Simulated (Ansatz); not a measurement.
Base system: TlCl in the CsCl type structure (space group Pm-3m, No. 221; a = 3.769 Å). Axes: x, y, z lie along the cube axes.

Level of theory: PBEsol (Ansatz, a first-principles code), no spin-orbit coupling.

Perturbation: the cell is scaled by 0.9950 in all directions; the atoms relax in the strained cell.

Question: Predict the stress tensor and what it implies for the stiffness.

Answer: Stress of the strained cell less that of the base (GPa, compression positive):
```
   0.47    0.00    0.00
   0.00    0.47    0.00
   0.00    0.00    0.47
```

Then B = −ΔP/(ΔV/V₀) with ΔV/V₀ = -0.0149 gives secant stiffness values (nonlinear terms included at this strain): B ≈ 31 GPa.

Whether these cells are dynamically stable was not tested.
